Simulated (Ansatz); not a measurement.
Band structure of AgI

```xyz
4
Lattice="4.6857 0.0000 0.0000 -2.3429 4.0580 0.0000 0.0000 0.0000 7.6665" Properties=species:S:1:pos:R:3 pbc="T T T"
Ag    0.0000    2.7053    0.0046
Ag    2.3429    1.3527    3.8379
I     0.0000    2.7053    2.8780
I     2.3429    1.3527    6.7112
```

Atom numbers follow the list: Ag1, Ag2, I3, I4.

The structure comes from a relaxation in the same program, started in the wurtzite type, and has space group P6_3mc. Whether it is a known phase or the ground state wasn't checked.

No spin–orbit coupling, which matters for the heavy atoms here.

Theory: DFT, PBE, all-electron LAPW, scalar-relativistic in Ansatz 0.2.0.

The runs use a Γ-centred 10×10×6 k mesh, Fermi–Dirac smearing of 0.05 eV, basis error target 0.5 meV/atom, no spin polarisation.

Points in fractions of the reciprocal vectors of this cell: Γ (0, 0, 0), M (0.5, 0, 0), K (0.333, 0.333, 0), A (0, 0, 0.5), L (0.5, 0, 0.5), H (0.333, 0.333, 0.5). The path joins them by straight lines in the order Γ–M–K–Γ–A–L–H–A–L; legs that retrace an earlier one aren't tabulated. Energies are in eV from the top of the valence band.

(1) Is there a gap, and where are the band edges?

(2) List the levels between -20 and 6 eV at the symmetry points.

## Answers

(1) 1.37 eV, direct at Γ.

(2) 
Γ: -12.48, -12.24, -3.85 (×3), -3.75, -3.71 (×2), -2.85 (×2), -2.77 (×2), -2.69, -0.63 (×2), -0.06, 0.00 (×2), 1.37, 2.67, 5.87 (×2)
M: -12.24, -12.16, -3.93, -3.82, -3.69, -3.53, -3.49, -3.42, -2.83, -2.79, -2.75, -2.73, -2.52, -2.39, -1.98, -1.59, -0.91, -0.64, 3.31, 3.65, 4.91, 5.79
K: -12.18 (×2), -3.82, -3.63 (×2), -3.47, -3.45 (×2), -2.87 (×2), -2.85 (×2), -2.41 (×2), -2.29, -1.36 (×2), -1.17, 4.37 (×2), 4.59
A: -12.36 (×2), -3.91 (×2), -3.79 (×4), -2.81 (×4), -1.55 (×2), -0.32 (×4), 2.64 (×2), 5.65 (×2)
L: -12.19 (×2), -4.01 (×2), -3.57 (×2), -3.52 (×2), -2.77 (×2), -2.69 (×2), -2.57 (×2), -1.11 (×4), 3.30 (×2), 4.95 (×2)
H: -12.17 (×2), -3.83 (×2), -3.68 (×2), -3.46 (×2), -2.86 (×2), -2.65 (×2), -2.54 (×2), -1.72 (×2), -1.01 (×2), 3.91 (×2), 5.77 (×2), 5.89 (×2)
